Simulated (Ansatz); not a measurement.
**WSe2: properties at the relaxed cell**

An exercise on one series of results from a longer session: the logs are not shown, and one member is left open.

Computed with Ansatz 0.2.0 (DFT PBEsol+D3(BJ), scalar-relativistic, plane waves, PAW, unless a step's input says otherwise).

## The starting structure

Symmetry: P6_3/mmc, No. 194, hexagonal system. Conventional cell: a = 3.231 Å, b = 3.231 Å, c = 12.417 Å, α = 90.00°, β = 90.00°, γ = 120.00°. W (site symmetry -6m2) has 6 Se at 2.51 Å as nearest neighbours. Se (site symmetry 3m) is surrounded by 3 W at 2.51 Å.

Structure file:

```
W Se
1.0
     3.23087    0.00000    0.00000
    -1.61543    2.79801    0.00000
     0.00000    0.00000   12.41705
W Se
2 4
Direct
  0.66667 0.33333 0.24991
  0.33333 0.66667 0.75009
  0.33333 0.66667 0.38529
  0.66667 0.33333 0.88545
  0.33333 0.66667 0.11455
  0.66667 0.33333 0.61471
```

It goes back to an entry of the Materials Project, which need not be the stable form.

This cell was relaxed beforehand with the same method: volume 18.71 Å³/atom, gap on the mesh 0.71 eV.

The first run:

input.yaml reads:

```yaml
crystal:
  lattice:
    - [3.1982318812, 0.0, 0.0]
    - [-1.5991159406, 2.7697500563, 0.0]
    - [0.0, 0.0, 12.291617394]
  atoms:
    - { symbol: W, position: [0.6666666667, 0.3333333333, 0.2499139777] }
    - { symbol: W, position: [0.3333333333, 0.6666666667, 0.7500860223] }
    - { symbol: Se, position: [0.3333333333, 0.6666666667, 0.3852905577] }
    - { symbol: Se, position: [0.6666666667, 0.3333333333, 0.8854529574] }
    - { symbol: Se, position: [0.3333333333, 0.6666666667, 0.1145470426] }
    - { symbol: Se, position: [0.6666666667, 0.3333333333, 0.6147094423] }
basis:
  ecutwfc: 420
kpoints:
  mp_grid: { grid: [12, 12, 4] }
hamiltonian:
  xc: pbesol
  dispersion: d3bj
scf:
  occupations: { method: gaussian, width: 0.02 }
output:
  forces: true
  stress: true
  eigenvalues: true
relax:
  adjacent_minimum: "off"
  f_tol: 0.01
  max_steps: 30
  cell: { stress_tol: 0.1, fix: [volume] }
```

Command:

```sh
$ ansatz run input.yaml --threads 1 --pin off --max-ram 2560MiB --backend cpu --events-out ev --progress --plain --runs-dir out
```

Steps of the session up to this table: Point at V/V0 = 0.97; Point at V/V0 = 1.03; The cell scaled to 0.94 of its volume; Volume × 1.06; The cell scaled to 0.91 of its volume; Volume × 1.10; Volume × 0.88.

One of the session's tables, all rows but one given; the rest of the session is left out.

It belongs to the step «Energy against volume». 

```
volume (Å³/atom)  energy above the lowest point (meV/atom)  pressure (GPa)  gap on the mesh (eV)
          16.463                                      84.3           14.30                  0.24
          17.025                                      43.1            9.41                  0.37
          17.586                                      17.3            5.46                  0.49
          18.147                                       3.8            2.33                  0.60
          18.708                                       0.0           -0.03                  0.71
          19.270                                       3.4           -1.81                  0.81
          19.831                                         ?               ?                     ?
          20.579                                      28.1           -3.81                  1.06
```

Estimate the missing values for volume (Å³/atom) = 19.831.

Worked estimate for «energy above the lowest point (meV/atom)». A straight line through the neighbours (19.270, 3.4) and (20.579, 28.1) gives 3.4 + (28.1 − 3.4) × (19.831 − 19.270) / (20.579 − 19.270) = 14.0; a parabola fitted to 3 rows on both sides gives 11.1.

**Answer.** energy above the lowest point (meV/atom): 12.0; pressure (GPa): -2.99; gap on the mesh (eV): 0.92. In «energy above the lowest point (meV/atom)» the line misses by +2.0 and the parabola by -0.9.

Limits of these values: Warnings in the runs' records: structure snapped to symmetry.
